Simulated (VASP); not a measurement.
# Settings for Cu: relaxation of the cell

Cu, P6_3/mmc (no. 194), 2 atoms in the cell. RPBE; PAW potentials Cu (PBE set). VASP 6.6.1. The cell is changed on purpose: volume scaled by 1.06.

Wanted: cell volume within 1 %; lattice lengths within 0.4 %; shortest distances from each atom, periodic images included within 0.02 Å.

What the run is for: cell; Accuracy asked: screening.

The series start from Plane-wave cutoff (eV): 440; Smearing width (eV): 0.1; k-point mesh: 13 × 13 × 7; Relaxation passes: 2; Ionic threshold (EDIFFG): -0.005; Electronic threshold (eV): 1e-6; Precision mode (PREC): Accurate; Relaxation algorithm: IBRION=2 POTIM=0.5. Each series keeps the choices made before it, and each single choice may use up half of a tolerance. Times cover all steps of a run.

## Plane-wave cutoff (eV)

| Plane-wave cutoff (eV) | Cell volume (Å³) | Lattice lengths, largest deviation against the largest value | Shortest distances from each atom, periodic images included, largest deviation (Å) | Time (s) |
|---|---|---|---|---|
| 300 | 24.33 | 0.88 % | 0.019 | 35 |
| 340 | 24.89 | 0.031 % | 0.000 | 24 |
| 380 | 24.79 | 0.14 % | 0.004 | 30 |
| 440 | 24.74 | 0.26 % | 0.005 | 42 |
| 520 | 24.88 | 0.074 % | 0.000 | 33 |
| 620 | 24.9 | 0.016 % | 0.000 | 53 |
| 780 (reference) | 24.91 | 0 % | 0.000 | 62 |

Chosen: 520, the loosest value from which every tighter one stays within half of the tolerance.

## Smearing width (eV)

| Smearing width (eV) | Cell volume (Å³) | Lattice lengths, largest deviation against the largest value | Shortest distances from each atom, periodic images included, largest deviation (Å) | Time (s) |
|---|---|---|---|---|
| 0.4 | 24.89 | 0.32 % | 0.003 | 41 |
| 0.3 | 24.89 | 0.32 % | 0.003 | 33 |
| 0.2 | 24.89 | 0.2 % | 0.002 | 30 |
| 0.15 | 24.88 | 0.16 % | 0.001 | 34 |
| 0.1 | 24.88 | 0.085 % | 0.001 | 33 |
| 0.05 (reference) | 24.87 | 0 % | 0.000 | 29 |

Chosen: 0.15.

## k-point mesh

| k-point mesh | Cell volume (Å³) | Lattice lengths, largest deviation against the largest value | Shortest distances from each atom, periodic images included, largest deviation (Å) | Time (s) |
|---|---|---|---|---|
| 5 × 5 × 3 | 24.82 | 0.87 % | 0.013 | 14 |
| 7 × 7 × 4 | 24.85 | 0.16 % | 0.003 | 17 |
| 9 × 9 × 5 | 24.89 | 0.8 % | 0.009 | 20 |
| 11 × 11 × 6 | 24.9 | 1.1 % | 0.012 | 35 |
| 13 × 13 × 7 | 24.88 | 0.78 % | 0.009 | 34 |
| 16 × 16 × 9 (reference) | 24.91 | 0 % | 0.000 | 76 |

Chosen: 16 × 16 × 9; the next looser run is off by more than half of the tolerance, so convergence isn't shown beyond this value.

## Relaxation passes

| Relaxation passes | Cell volume (Å³) | Lattice lengths, largest deviation against the largest value | Shortest distances from each atom, periodic images included, largest deviation (Å) | Time (s) |
|---|---|---|---|---|
| 1 | 24.91 | 0 % | 0.000 | 65 |
| 2 | 24.91 | 0 % | 0.000 | 76 |
| 3 (reference) | 24.91 | 0 % | 0.000 | 102 |

Chosen: 1.

## Ionic threshold (EDIFFG)

| Ionic threshold (EDIFFG) | Cell volume (Å³) | Lattice lengths, largest deviation against the largest value | Shortest distances from each atom, periodic images included, largest deviation (Å) | Time (s) |
|---|---|---|---|---|
| -0.05 | 24.92 | 0.15 % | 0.002 | 35 |
| -0.02 | 24.92 | 0.15 % | 0.002 | 32 |
| -0.01 | 24.92 | 0.03 % | 0.000 | 57 |
| -0.005 | 24.91 | 0.0042 % | 0.000 | 65 |
| -0.002 (reference) | 24.92 | 0 % | 0.000 | 66 |

Chosen: -0.05.

## Electronic threshold (eV)

| Electronic threshold (eV) | Cell volume (Å³) | Lattice lengths, largest deviation against the largest value | Shortest distances from each atom, periodic images included, largest deviation (Å) | Time (s) |
|---|---|---|---|---|
| 0.0001 | 24.88 | 0.047 % | 0.000 | 20 |
| 1e-5 | 24.9 | 0.027 % | 0.001 | 22 |
| 1e-6 | 24.92 | 0.004 % | 0.000 | 35 |
| 1e-7 (reference) | 24.92 | 0 % | 0.000 | 33 |

Chosen: 0.0001.

## Precision mode (PREC)

| Precision mode (PREC) | Cell volume (Å³) | Lattice lengths, largest deviation against the largest value | Shortest distances from each atom, periodic images included, largest deviation (Å) | Time (s) |
|---|---|---|---|---|
| Normal | 24.88 | 0.00094 % | 0.000 | 11 |
| Accurate (reference) | 24.88 | 0 % | 0.000 | 20 |

Chosen: Normal.

## Relaxation algorithm

| Relaxation algorithm | Cell volume (Å³) | Lattice lengths, largest deviation against the largest value | Shortest distances from each atom, periodic images included, largest deviation (Å) | Time (s) |
|---|---|---|---|---|
| IBRION=2 POTIM=0.5 | 24.88 | 0 % | 0.000 | 11 |
| IBRION=2 POTIM=0.2 | 24.93 | 0.082 % | 0.002 | 15 |
| IBRION=1 POTIM=0.5 | 24.88 | 0 % | 0.000 | 11 |
| IBRION=1 POTIM=0.2 | 24.9 | 0.022 % | 0.001 | 17 |

Chosen: IBRION=2 POTIM=0.5; no other choice that stays within half of the tolerance saves 30 % of the time.

## All choices together

| Input | Cell volume (Å³) | Lattice lengths, largest deviation against the largest value | Shortest distances from each atom, periodic images included, largest deviation (Å) | Time (s) |
|---|---|---|---|---|
| the program's defaults (naive) | 24.26 | 1.4 % | 0.030 | 6.1 |
| chosen settings | 24.88 | 0.23 % | 0.004 | 11 |
| reference settings throughout | 24.93 | 0 % | 0.000 | 94 |

The chosen settings stay within the tolerance of the reference run, but the reference itself isn't shown to be converged in: k-point mesh.

Values of the reference run: Lattice lengths: 2.603, 2.603, 4.248 Å; Shortest distances from each atom, periodic images included: 2.602, 2.602, 2.602, 2.602, 2.602, 2.602, 2.602, 2.602 Å.

## The input

INCAR.step1:
```
SYSTEM = Cu
GGA      = RP             ! functional
ISMEAR   = 1              ! smearing method
SIGMA    = 0.15           ! smearing width, eV
LWAVE    = .FALSE.        ! write WAVECAR
LCHARG   = .FALSE.        ! write CHGCAR
NSW      = 80             ! ionic steps
PREC     = Normal         ! precision mode
LASPH    = .TRUE.         ! aspherical terms in the spheres
LREAL    = .FALSE.        ! projectors in reciprocal space
ALGO     = Normal         ! electronic algorithm
EDIFF    = 1E-4           ! SCF threshold, eV
NELM     = 120            ! most SCF steps
GGA_COMPAT= .FALSE.      
IBRION   = 2              ! ionic algorithm
ISIF     = 3              ! what is computed and relaxed
EDIFFG   = -0.05          ! ionic threshold
NELMIN   = 4            
ENCUT    = 520            ! plane-wave cutoff, eV
KPAR     = 4            
POTIM    = 0.5            ! step
```

INCAR.step2, as INCAR.step1 but for:
```
- NSW = 80
- IBRION = 2
- ISIF = 3
- EDIFFG = -0.05
- NELMIN = 4
- POTIM = 0.5
+ ISIF = 2
```

KPOINTS:
```
Automatic mesh
0
Gamma
  16 16 9
  0 0 0
```

POSCAR.step1:
```
Cu
1.0
    2.5837974578      0.0000000000      0.0000000000
   -1.2918987289      2.2376342367      0.0000000000
    0.0000000000      0.0000000000      4.1932301247
Cu
2
Direct
    0.6666666667      0.3333333333      0.7500000000
    0.3333333333      0.6666666667      0.2500000000
```

Commands (each step's output is kept before the next begins):
```
cat potpaw_PBE.64/Cu/POTCAR > POTCAR
cp INCAR.step1 INCAR
cp POSCAR.step1 POSCAR
mpirun -np 4 vasp_std > vasp.out
cp CONTCAR POSCAR
cp INCAR.step2 INCAR
mpirun -np 4 vasp_std > vasp.out
```

The chosen input took VASP 6.6.1 11 s on 4 cores (Intel Xeon Platinum 8559C (Emerald Rapids)), a shared host.

## An input that fails: cell relaxed at a low cutoff

VASP's message: Orbital orthonormalization failed in the inversion of matrix LAPACK: Routine ZPOTRF failed! kpoint: 1 spin: 1 Possible solutions for this issue are: - Please check whether the atoms are too close to each other. - Decreasing POTIM might help during relaxations or MDs. - Deleting CHGCAR or WAVECAR if incompatible with the structure. - Try calculating without symmetrizing (ISYM = 0 or ISYM = -1). ….

Changes against the starting input:
```
(all steps)
- PREC = Accurate
- NELM = 120
- ENCUT = 440
+ PREC = Low
+ NELM = 80
+ ENCUT = 210
```
